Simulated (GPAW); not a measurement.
# TiGa15Sb16 (GaSb32 Ti1): moments or none

Aim: find out whether TiGa15Sb16 (GaSb32 Ti1) carries moments when they start parallel, and what they gain.

Main program and level: GPAW 26.7.0; PBE; plane waves with GPAW's PAW setups, scalar-relativistic.

### 1. Starting point

The structure is tetragonal, space group P-42m (No. 111). The conventional cell has a = 12.192 Å, b = 12.192 Å, c = 6.096 Å, α = 90.00°, β = 90.00°, γ = 90.00°. Nearest to Ti lie 4 Sb at 2.64 Å. Sb has 3 Ga at 2.64 Å and 1 Ti at 2.64 Å nearest. Ga has 4 Sb at 2.64 Å nearest. Nearest to Sb lie 4 Ga at 2.64 Å. Nearest to Sb lie 4 Ga at 2.64 Å. substitutional dopants on the host's lattice, its constants typed without a cited source, atoms not relaxed. Farther neighbours are not listed.

The cell is a made-up one and need not be a known phase.

### 2. Order 1, typed as ferro +

Parallel moments need no larger cell; this start tests for a ferromagnetic state only.

Contents of order1.py:

```python
import json
import numpy as np
from ase import Atoms
from ase.parallel import paropen, parprint
from gpaw import GPAW

atoms = Atoms(['Ti', 'Sb', 'Ga', 'Sb', 'Ga', 'Sb', 'Ga', 'Sb', 'Ga', 'Sb', 'Ga', 'Sb', 'Ga', 'Sb', 'Ga', 'Sb', 'Ga', 'Sb', 'Ga', 'Sb', 'Ga', 'Sb', 'Ga', 'Sb', 'Ga', 'Sb', 'Ga', 'Sb', 'Ga', 'Sb', 'Ga', 'Sb'],
    cell=[[12.192, 0.0, 0.0],
         [0.0, 12.192, 0.0],
         [0.0, 0.0, 6.096]],
    scaled_positions=[[0.0, 0.0, 0.0],
         [0.125, 0.125, 0.25],
         [0.0, 0.25, 0.5],
         [0.125, 0.375, 0.75],
         [0.25, 0.0, 0.5],
         [0.375, 0.125, 0.75],
         [0.25, 0.25, 0.0],
         [0.375, 0.375, 0.25],
         [0.0, 0.5, 0.0],
         [0.125, 0.625, 0.25],
         [0.0, 0.75, 0.5],
         [0.125, 0.875, 0.75],
         [0.25, 0.5, 0.5],
         [0.375, 0.625, 0.75],
         [0.25, 0.75, 0.0],
         [0.375, 0.875, 0.25],
         [0.5, 0.0, 0.0],
         [0.625, 0.125, 0.25],
         [0.5, 0.25, 0.5],
         [0.625, 0.375, 0.75],
         [0.75, 0.0, 0.5],
         [0.875, 0.125, 0.75],
         [0.75, 0.25, 0.0],
         [0.875, 0.375, 0.25],
         [0.5, 0.5, 0.0],
         [0.625, 0.625, 0.25],
         [0.5, 0.75, 0.5],
         [0.625, 0.875, 0.75],
         [0.75, 0.5, 0.5],
         [0.875, 0.625, 0.75],
         [0.75, 0.75, 0.0],
         [0.875, 0.875, 0.25]],
    pbc=True,
    magmoms=[1.0, 0.0, 0.0, 0.0, 0.0, 0.0, 0.0, 0.0, 0.0, 0.0, 0.0, 0.0, 0.0, 0.0, 0.0, 0.0, 0.0, 0.0, 0.0, 0.0, 0.0, 0.0, 0.0, 0.0, 0.0, 0.0, 0.0, 0.0, 0.0, 0.0, 0.0, 0.0])
atoms.calc = GPAW(mode={'name': 'pw', 'ecut': 450},
    xc='PBE',
    kpts={'size': (3, 3, 5), 'gamma': True},
    occupations={'name': 'fermi-dirac', 'width': 0.05},
    convergence={'density': 1e-05, 'energy': 1e-05},
    maxiter=200,
    mixer={'name': 'pulay', 'beta': 0.05, 'nmaxold': 6, 'weight': 50},
    symmetry={'tolerance': 1e-4},
    txt='order1.txt')
e = atoms.get_potential_energy(force_consistent=True)
res = {'free_energy': e, 'energy_sigma0': atoms.get_potential_energy(), 'fermi_energy': atoms.calc.get_fermi_level()}
res['moments'] = atoms.get_magnetic_moments().tolist()
res['total'] = atoms.get_magnetic_moment()
parprint('site moments (muB):', np.round(res['moments'], 3))
parprint(f"total moment: {res['total']:.3f} muB")
parprint(f'free energy: {e:.6f} eV')
atoms.calc.write('order1.gpw')
with paropen('results.json', 'w') as f:
    json.dump(res, f)
```

Launch:

```
> OMP_NUM_THREADS=1 mpirun -n 4 gpaw python order1.py > order1.log
```

Numbers of over 12 decimals in the logs are rounded to 6 here.

Log:

```text
site moments (muB): [ 0.642 -0.012  0.007  0.001  0.007  0.001  0.003 -0.001 -0.     0.001
  0.007 -0.012 -0.001 -0.001  0.003  0.001 -0.     0.001 -0.001 -0.001
  0.007 -0.012  0.003  0.001 -0.    -0.001 -0.001  0.001 -0.001  0.001
  0.003 -0.012]
total moment: 0.998 muB
free energy: -124.133649 eV

--- order1.txt ---
Input parameters:
  mode=PW(ecut=450),
  convergence={'density': 1e-05, 'energy': 1e-05},
  kpts=MonkhorstPack(size=(3, 3, 5), gamma=True),
  maxiter=200,
  mixer=Pulay(name='pulay', nmaxold=6, beta=0.05, weight=50, sigma=0.015, g_ss=None),
  occupations=Occupations(name='fermi-dirac', width=0.05),
  symmetry=Symmetry(tolerance=0.0001),
  xc=XC(name='PBE')

Diagonalizing LCAO Hamiltonian
Converting LCAO to pw mode
        .-----------------------------.
       /|                             |
      / |                             |
     /  |  Sb             Sb          |
    /   |        Sb             Sb    |
   /  Ga|            Ga               |
  /    Sb         Sb  Sb         Sb   |
 *      .---Ga-------------Ga---------.
 |     / Sb  Sb         Sb  Sb       /
 | Ga /       Ga  Ga         Ga     /
 |   Ga Ga     Sb   Ga Ga     Sb   /
 |  / Sb             Sb           /
 | /      Ga             Ga      /
 |/                             /
 Ti-------------Ga-------------*

Atoms  # Å, Bohr magnetons
|    | symbol |         x |         y |        z |    initial magnetic moments |
|----|--------|-----------|-----------|----------|-----------------------------|
|  0 |     Ti |  0.000000 |  0.000000 | 0.000000 | ( 0.0000,  0.0000,  1.0000) |
|  1 |     Sb |  1.524000 |  1.524000 | 1.524000 | ( 0.0000,  0.0000,  0.0000) |
|  2 |     Ga |  0.000000 |  3.048000 | 3.048000 | ( 0.0000,  0.0000,  0.0000) |
|  3 |     Sb |  1.524000 |  4.572000 | 4.572000 | ( 0.0000,  0.0000,  0.0000) |
|  4 |     Ga |  3.048000 |  0.000000 | 3.048000 | ( 0.0000,  0.0000,  0.0000) |
|  5 |     Sb |  4.572000 |  1.524000 | 4.572000 | ( 0.0000,  0.0000,  0.0000) |
|  6 |     Ga |  3.048000 |  3.048000 | 0.000000 | ( 0.0000,  0.0000,  0.0000) |
|  7 |     Sb |  4.572000 |  4.572000 | 1.524000 | ( 0.0000,  0.0000,  0.0000) |
|  8 |     Ga |  0.000000 |  6.096000 | 0.000000 | ( 0.0000,  0.0000,  0.0000) |
|  9 |     Sb |  1.524000 |  7.620000 | 1.524000 | ( 0.0000,  0.0000,  0.0000) |
| 10 |     Ga |  0.000000 |  9.144000 | 3.048000 | ( 0.0000,  0.0000,  0.0000) |
| 11 |     Sb |  1.524000 | 10.668000 | 4.572000 | ( 0.0000,  0.0000,  0.0000) |
| 12 |     Ga |  3.048000 |  6.096000 | 3.048000 | ( 0.0000,  0.0000,  0.0000) |
| 13 |     Sb |  4.572000 |  7.620000 | 4.572000 | ( 0.0000,  0.0000,  0.0000) |
| 14 |     Ga |  3.048000 |  9.144000 | 0.000000 | ( 0.0000,  0.0000,  0.0000) |
| 15 |     Sb |  4.572000 | 10.668000 | 1.524000 | ( 0.0000,  0.0000,  0.0000) |
| 16 |     Ga |  6.096000 |  0.000000 | 0.000000 | ( 0.0000,  0.0000,  0.0000) |
| 17 |     Sb |  7.620000 |  1.524000 | 1.524000 | ( 0.0000,  0.0000,  0.0000) |
| 18 |     Ga |  6.096000 |  3.048000 | 3.048000 | ( 0.0000,  0.0000,  0.0000) |
| 19 |     Sb |  7.620000 |  4.572000 | 4.572000 | ( 0.0000,  0.0000,  0.0000) |
| 20 |     Ga |  9.144000 |  0.000000 | 3.048000 | ( 0.0000,  0.0000,  0.0000) |
| 21 |     Sb | 10.668000 |  1.524000 | 4.572000 | ( 0.0000,  0.0000,  0.0000) |
| 22 |     Ga |  9.144000 |  3.048000 | 0.000000 | ( 0.0000,  0.0000,  0.0000) |
| 23 |     Sb | 10.668000 |  4.572000 | 1.524000 | ( 0.0000,  0.0000,  0.0000) |
| 24 |     Ga |  6.096000 |  6.096000 | 0.000000 | ( 0.0000,  0.0000,  0.0000) |
| 25 |     Sb |  7.620000 |  7.620000 | 1.524000 | ( 0.0000,  0.0000,  0.0000) |
| 26 |     Ga |  6.096000 |  9.144000 | 3.048000 | ( 0.0000,  0.0000,  0.0000) |
| 27 |     Sb |  7.620000 | 10.668000 | 4.572000 | ( 0.0000,  0.0000,  0.0000) |
| 28 |     Ga |  9.144000 |  6.096000 | 3.048000 | ( 0.0000,  0.0000,  0.0000) |
| 29 |     Sb | 10.668000 |  7.620000 | 4.572000 | ( 0.0000,  0.0000,  0.0000) |
| 30 |     Ga |  9.144000 |  9.144000 | 0.000000 | ( 0.0000,  0.0000,  0.0000) |
| 31 |     Sb | 10.668000 | 10.668000 | 1.524000 | ( 0.0000,  0.0000,  0.0000) |

Unit cell  # Å
| periodic |         x |         y |        z |   lengths |    angles |
|----------|-----------|-----------|----------|-----------|-----------|
|      yes | 12.192000 |  0.000000 | 0.000000 | 12.192000 | 90.000000 |
|      yes |  0.000000 | 12.192000 | 0.000000 | 12.192000 | 90.000000 |
|      yes |  0.000000 |  0.000000 | 6.096000 |  6.096000 | 90.000000 |

Number of symmetries: 8

BZ-sampling:
  Number of BZ points: 45
  Number of IBZ points: 9

  Monkhorst-Pack size: [3, 3, 5]
  Monkhorst-Pack shift: [0, 0, 0]

K-points  # in reciprocal-cell coordinates
|   |                                coordinates |     weight |
|---|--------------------------------------------|------------|
| 0 | (  0.00000000,   0.00000000,   0.00000000) | 0.02222222 |
| 1 | (  0.00000000,   0.00000000,   0.20000000) | 0.04444444 |
| 2 | (  0.00000000,   0.00000000,   0.40000000) | 0.04444444 |
| 3 | (  0.33333333,   0.00000000,   0.00000000) | 0.08888889 |
| 4 | (  0.33333333,   0.00000000,   0.20000000) | 0.17777778 |
| 5 | (  0.33333333,   0.00000000,   0.40000000) | 0.17777778 |
| 6 | (  0.33333333,   0.33333333,   0.00000000) | 0.08888889 |
| 7 | (  0.33333333,   0.33333333,   0.20000000) | 0.17777778 |
| 8 | (  0.33333333,   0.33333333,   0.40000000) | 0.17777778 |

Plane wave coefficients: 19692
Cutoff: 450.000000 eV

Spin-components: 2 (collinear spins)
Bands:           183
Projectors:      177
Spin-degeneracy: 1
Datatype:        complex128

Parallelization:
  kpt:    4
  domain: 1
  band:   1

Density:
  Valence electrons: 297.0
  Components: 2
  Grid points: [60 60 30]
  Charge: 0.0  # |e|

Potential:
  Grid points: [60 60 30]

species:
  Ti:
    name:    Titanium
    Z:       22.0
    valence: 12
    core:    10
    charge:  0.0  # [|e|]
    compensation charges:
      type: gauss
      rc: 0.38  # [Å]
      lmax: 2
    cutoffs:
      filter: 2.23  # [Å]
      core: 1.02  # [Å]
    projectors
    | kind |    occ | energy [eV] | rcut [Å] |
    |------|--------|-------------|----------|
    |   3s |  2.000 |     -62.623 |    1.270 |
    |   4s |  2.000 |      -4.466 |    1.270 |
    |   3p |  6.000 |     -38.862 |    1.058 |
    |   4p |  0.000 |      -1.466 |    1.058 |
    |   3d |  2.000 |      -4.258 |    1.058 |
    |    d |        |      22.953 |    1.058 |

    Using partial waves for Ti as LCAO basis

  Sb:
    name:    Antimony
    Z:       51.0
    valence: 15
    core:    36
    charge:  0.0  # [|e|]
    compensation charges:
      type: gauss
      rc: 0.36  # [Å]
      lmax: 2
    cutoffs:
      filter: 2.23  # [Å]
      core: 2.23  # [Å]
    projectors
    | kind |    occ | energy [eV] | rcut [Å] |
    |------|--------|-------------|----------|
    |   5s |  2.000 |     -12.815 |    1.154 |
    |   5p |  3.000 |      -4.830 |    1.233 |
    |   4d | 10.000 |     -33.514 |    1.196 |
    |    s |        |      14.396 |    1.154 |
    |    p |        |      22.381 |    1.233 |
    |    d |        |      -6.303 |    1.196 |

    Using partial waves for Sb as LCAO basis

  Ga:
    name:    Gallium
    Z:       31.0
    valence: 3
    core:    28
    charge:  0.0  # [|e|]
    compensation charges:
      type: gauss
      rc: 0.37  # [Å]
      lmax: 2
    cutoffs:
      filter: 2.06  # [Å]
      core: 4.17  # [Å]
    projectors
    | kind |    occ | energy [eV] | rcut [Å] |
    |------|--------|-------------|----------|
    |   4s |  2.000 |      -8.945 |    1.164 |
    |   4p |  1.000 |      -2.580 |    1.164 |
    |    s |        |      18.266 |    1.164 |
    |    p |        |      24.631 |    1.164 |
    |    d |        |       0.000 |    1.164 |

    Using partial waves for Ga as LCAO basis

Reference energy: -3636999.019183  # eV

eigensolver:
  PPCG
  Converge bands: occupied
  niter=2

density mixing:
  Pulay-Mixer
  Linear mixing parameters: 0.05
  Old densities: 6
  Fourier metric: weight=50, sigma=0.015

occupation numbers:
  Fermi-Dirac:
    width: 0.0500  # eV

poisson solver:
  ecut: 3600.000000  # eV

xc functional:
  name: PBE with 2 nearest neighbor stencil

convergence criteria:
- Maximum integral of absolute [dens]ity change: 1e-05 electrons / valence electron
- Maximum [total energy] change in last 3 cyles: 1e-05 eV / valence electron
- Maximum integral of absolute [eigenst]ate change: 4e-08 eV^2 / valence electron
maximum number of iterations: 200

SCF iterations
|iter     |      energy | eigst |  dens |  magmom |
|---------|-------------|-------|-------|---------|
|iter:   1|       0s | -124.302259 | +0.65 |       |  +1.0025|
|iter:   2|      55s | -124.429707 | -0.97 | -1.27 |  +1.0026|
|iter:   3|     110s | -124.366074 | -2.00 | -1.31 |  +1.0011|
|iter:   4|     165s | -124.220128 | -1.09 | -1.34 |  +0.9719|
|iter:   5|     219s | -124.117863 | -2.54 | -2.05 |  +0.9755|
|iter:   6|     275s | -124.118808 | -2.63 | -1.99 |  +0.9773|
|iter:   7|     331s | -124.112527 | -2.88 | -2.27 |  +0.9812|
|iter:   8|     387s | -124.109685 | -3.15 | -2.46 |  +0.9872|
|iter:   9|     443s | -124.111263c| -4.12 | -2.62 |  +0.9887|
|iter:  10|     499s | -124.112537c| -4.22 | -2.77 |  +0.9938|
|iter:  11|     556s | -124.112582c| -4.51 | -3.15 |  +0.9950|
|iter:  12|     612s | -124.112667c| -5.34 | -3.34 |  +0.9960|
|iter:  13|     669s | -124.112702c| -5.49 | -3.44 |  +0.9963|
|iter:  14|     723s | -124.112796c| -5.59 | -3.54 |  +0.9969|
|iter:  15|     776s | -124.112814c| -6.13 | -3.75 |  +0.9972|
|iter:  16|     829s | -124.112818c| -6.95 | -3.83 |  +0.9972|
|iter:  17|     882s | -124.112847c| -6.38 | -3.91 |  +0.9976|
|iter:  18|     935s | -124.112854c| -6.73 | -4.07 |  +0.9977|
|iter:  19|     988s | -124.112860c| -7.31 | -4.13 |  +0.9978|
|iter:  20|    1041s | -124.112866c| -7.18 | -4.18 |  +0.9979|
|iter:  21|    1094s | -124.112873c| -7.06 | -4.31 |  +0.9980|
|iter:  22|    1131s | -124.112873c| -7.50c| -4.50 |  +0.9980|
|iter:  23|    1184s | -124.112875c| -7.35 | -4.57 |  +0.9980|
|iter:  24|    1210s | -124.112875c| -8.06c| -4.66 |  +0.9981|
|iter:  25|    1237s | -124.112875c| -7.61c| -4.69 |  +0.9980|
|iter:  26|    1263s | -124.112875c| -7.61c| -5.02c|  +0.9980|

Converged in 26 steps
Energy contributions relative to reference atoms: (reference = -3636999.019183)

Energy contributions:
  Kinetic:         230.667353
  Coulomb:        -202.613732
  Zero:              3.276547
  External:          0.000000
  Xc:             -155.422270
  Entropy:          -0.041548
  Spinorbit:         0.000000
  ----------------------------
  Free energy:    -124.133649
  Extrapolated:   -124.112875

dipole moment: (-132.222608, -132.222608, -128.526248)  # |e|*Ang

Total magnetic moment: (0.000000, 0.000000, 0.998043)

Local magnetic moments
|        x |        y |         z |
|----------|----------|-----------|
| 0.000000 | 0.000000 |  0.641942 |  # Ti   0
| 0.000000 | 0.000000 | -0.012409 |  # Sb   1
| 0.000000 | 0.000000 |  0.007276 |  # Ga   2
| 0.000000 | 0.000000 |  0.000647 |  # Sb   3
| 0.000000 | 0.000000 |  0.007276 |  # Ga   4
| 0.000000 | 0.000000 |  0.000647 |  # Sb   5
| 0.000000 | 0.000000 |  0.002889 |  # Ga   6
| 0.000000 | 0.000000 | -0.001038 |  # Sb   7
| 0.000000 | 0.000000 | -0.000422 |  # Ga   8
| 0.000000 | 0.000000 |  0.000647 |  # Sb   9
| 0.000000 | 0.000000 |  0.007276 |  # Ga  10
| 0.000000 | 0.000000 | -0.012409 |  # Sb  11
| 0.000000 | 0.000000 | -0.000529 |  # Ga  12
| 0.000000 | 0.000000 | -0.001038 |  # Sb  13
| 0.000000 | 0.000000 |  0.002889 |  # Ga  14
| 0.000000 | 0.000000 |  0.000647 |  # Sb  15
[...]
| 0.000000 | 0.000000 |  0.002889 |  # Ga  22
| 0.000000 | 0.000000 |  0.000647 |  # Sb  23
| 0.000000 | 0.000000 | -0.000209 |  # Ga  24
| 0.000000 | 0.000000 | -0.001038 |  # Sb  25
| 0.000000 | 0.000000 | -0.000529 |  # Ga  26
| 0.000000 | 0.000000 |  0.000647 |  # Sb  27
| 0.000000 | 0.000000 | -0.000529 |  # Ga  28
| 0.000000 | 0.000000 |  0.000647 |  # Sb  29
| 0.000000 | 0.000000 |  0.002889 |  # Ga  30
| 0.000000 | 0.000000 | -0.012409 |  # Sb  31

Fermi level: 5.176
Eigenvalues  # (at kpt = [0.000, 0.000, 0.000])
| band index |      eig [eV] | occ [0-1] |      eig [eV] | occ [0-1] |
|------------|---------------|-----------|---------------|-----------|
|          0 |       -52.288 |     1.000 |       -51.579 |     1.000 |
|        ... |               |           |               |           |
|        141 |         3.640 |     1.000 |         3.705 |     1.000 |
|        142 |         3.784 |     1.000 |         3.788 |     1.000 |
|        143 |         3.784 |     1.000 |         3.828 |     1.000 |
|        144 |         3.790 |     1.000 |         3.828 |     1.000 |
|        145 |         4.684 |     1.000 |         4.752 |     1.000 |
|        146 |         4.716 |     1.000 |         4.771 |     1.000 |
|        147 |         4.716 |     1.000 |         4.771 |     1.000 |
|        148 |         4.915 |     0.995 |         5.368 |     0.021 |
|        149 |         4.921 |     0.994 |         5.409 |     0.009 |
|        150 |         5.360 |     0.025 |         5.463 |     0.003 |
|        151 |         6.033 |     0.000 |         6.084 |     0.000 |
|        152 |         6.037 |     0.000 |         6.144 |     0.000 |
|        153 |         6.037 |     0.000 |         6.145 |     0.000 |
|        154 |         6.077 |     0.000 |         6.145 |     0.000 |
|        155 |         6.132 |     0.000 |         6.178 |     0.000 |
|        156 |         6.278 |     0.000 |         6.287 |     0.000 |
|        ... |               |           |               |           |
|        182 |         9.677 |     0.000 |         9.680 |     0.000 |

No gap
No difference between direct/indirect transitions
```

The job ended after 22 min (4 MPI ranks of Arm Neoverse V1, shared host; peak memory 3.4 GiB; 90 min of CPU time).

Spin moment in the augmentation sphere by element, in μB:

```
element  atoms    mean  spread (r.m.s.)   least  largest
     Ti      1   0.642            0.000   0.642    0.642
     Sb     16  -0.003            0.005  -0.012    0.001
     Ga     15   0.002            0.003  -0.001    0.007
```

The atoms farthest from the mean of their element:

```
atom         x, y, z (Å)  spin moment in the augmentation sphere (μB)
Sb32  10.67, 10.67, 1.52                                       -0.012
 Sb2    1.52, 1.52, 1.52                                       -0.012
Sb22   10.67, 1.52, 4.57                                       -0.012
Sb12   1.52, 10.67, 4.57                                       -0.012
 Ga3    0.00, 3.05, 3.05                                        0.007
 Ga5    3.05, 0.00, 3.05                                        0.007
Ga21    9.14, 0.00, 3.05                                        0.007
Ga11    0.00, 9.14, 3.05                                        0.007
```

Read from the output:

```yaml
magnetization: 0.9980 μB
final_state: ferromagnetic
```

After 26 cycles the largest moment stands at 0.642 μB.

[end of part 1 of 2]

[Logs and program files are shortened in this print: banners, set-up blocks, solver, clock and traceback lines can be left out without a mark of their own.]

[Logs are printed without paths, hosts, clocks, repeated set-up lines and the standing remarks that a program may print on its own settings, such as how far it seeks lower states.]

[Hosts, paths, dates, database ids (printed as entryN), source tags and the programs' standing remarks are cut or masked in the printed files.]

[Where a cell is said to come from a database of computed structures, the database is the Materials Project.]
